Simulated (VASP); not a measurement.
Crystal: BaTe.

```
Ba Te
1.0
     0.00000    3.41000    3.41000
     3.41000    0.00000    3.41000
     3.41000    3.41000    0.00000
Ba Te
1 1
Direct
  0.00000 0.00000 0.00000
  0.50000 0.50000 0.50000
```

Base run:

```yaml
Program: VASP 6.6.1
Functional: PBE
Potentials_or_basis: VASP PAW PBE potentials, release 64 (Ba_sv_GW, Te_GW)
Cutoff: 450 eV
k_mesh: 4 × 4 × 4
Occupations: gaussian, width 0.02 eV
Spin: no spin polarisation
```

Its results: band gap on the k mesh 1.41 eV, indirect (least direct gap 1.76 eV); pressure 3.8 GPa.

The run is repeated on the same cell with these changes: cutoff from 450 eV to 500 eV; k mesh from 4 × 4 × 4 to 3 × 3 × 3. What comes out?

Band gap on the k mesh 1.66 eV, indirect (least direct gap 2.01 eV); pressure 4.1 GPa.

Caveats: some runs use coarse meshes; spin-orbit coupling is left out, which moves the levels of the heavy elements; an odd mesh through Γ misses points on the zone boundary, where band edges often lie (some runs).
